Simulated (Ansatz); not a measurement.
Runs of Ansatz 0.2.0 on BP. Symmetry: F-43m, No. 216, cubic system. The conventional cell has a = 4.538 Å, b = 4.538 Å, c = 4.538 Å, α = 90.00°, β = 90.00°, γ = 90.00°. P (site symmetry -43m) has 4 B at 1.97 Å as nearest neighbours. B (site symmetry -43m) has 4 P at 1.97 Å as nearest neighbours. 

```csv
task,potentials or basis,cell,cutoff (eV),basis error allowed,gap on the mesh (eV),pressure (GPa)
band structure,"all-electron LAPW, scalar-relativistic",as given,281,0.001 eV/atom,1.14,-2.0
relaxation of cell and atoms,"all-electron LAPW, scalar-relativistic",relaxed to 20 GPa,-,0.001 eV/atom,0.99,20.0
relaxation of cell and atoms,"all-electron LAPW, scalar-relativistic",relaxed to 10 GPa,-,0.001 eV/atom,(b),10.0
relaxation of cell and atoms,"all-electron LAPW, scalar-relativistic",relaxed to 30 GPa,-,0.001 eV/atom,0.93,30.0
relaxation of cell and atoms,"all-electron LAPW, scalar-relativistic",relaxed,-,0.001 eV/atom,(a),0.0
band structure,"all-electron LAPW, non-relativistic",as given,281,0.001 eV/atom,1.15,-2.0
relaxation of cell and atoms,"all-electron LAPW, scalar-relativistic",relaxed to 5 GPa,-,0.001 eV/atom,1.09,5.0
band structure,all-electron PAW datasets made for the crystal,as given,280,-,1.14,-2.0
```

Alike in all rows: level PBEsol; no spin polarisation; k mesh 10 × 10 × 10; smearing fermi-dirac 0.05 eV.

Question: Estimate the missing entries.

Answer: (a) 1.12; (b) 1.05.

A k mesh can miss the band edges.

The runs don't all hold the same shells in valence.
